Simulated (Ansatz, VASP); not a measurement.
Al: VASP beside Ansatz

Contents of INCAR:

```
ALGO = Fast
EDIFF = 1E-7
ENCUT = 520
GGA = PE
ISIF = 2
ISMEAR = -1
LASPH = T
LCHARG = F
LREAL = F
LWAVE = F
NBANDS = 8
NELM = 100
PREC = Accurate
SIGMA = 0.05
```

The input KPOINTS:

```
k-points
0
Gamma
  12 12 12
```

Contents of POSCAR:

```
Al
1.0
   -1.5912186900      1.5912186900      1.5912186900
    1.5912186900     -1.5912186900      1.5912186900
    1.5912186900      1.5912186900     -1.5912186900
Al
1
Direct
    0.0000000000      0.0000000000      0.0000000000
```

The input input.yaml:

```yaml
crystal:
  lattice:
    - [-1.59121869, 1.59121869, 1.59121869]
    - [1.59121869, -1.59121869, 1.59121869]
    - [1.59121869, 1.59121869, -1.59121869]
  atoms:
    - { symbol: Al, position: [0.0, 0.0, 0.0] }
kpoints:
  mp_grid: { grid: [12, 12, 12] }
scf:
  occupations: { method: fermi_dirac, width: 0.05 }
hamiltonian:
  xc: pbe
  pseudopotentials: { kind: all_electron, lapw: { basis_error: 0.001 } }
output:
  forces: true
  stress: true
  eigenvalues: true
  populations: true
```

This isn't the form of Al at room conditions, which is fcc.

Alike in both runs: task single point; functional PBE; k mesh 12 × 12 × 12; occupations fermi-dirac, width 0.05 eV; no spin polarisation.

```csv
,VASP,Ansatz
version,VASP 6.6.1,Ansatz 0.2.0
potentials or method,"VASP PAW PBE potentials, release 64 (Al)","all-electron LAPW, scalar-relativistic"
plane-wave cutoff (eV),520,see its input
```

|  | VASP | Ansatz | Ansatz less VASP |
| --- | --- | --- | --- |
| gap on the k mesh at the Fermi level (eV) | none | none | - |
| pressure (GPa) | 3.8 | 3.8 | +0.04 |

A gap of «none» marks a metal or a gap that the smearing closes. Ansatz ran all-electron here, so the differences hold the error of VASP's frozen core and of both bases.
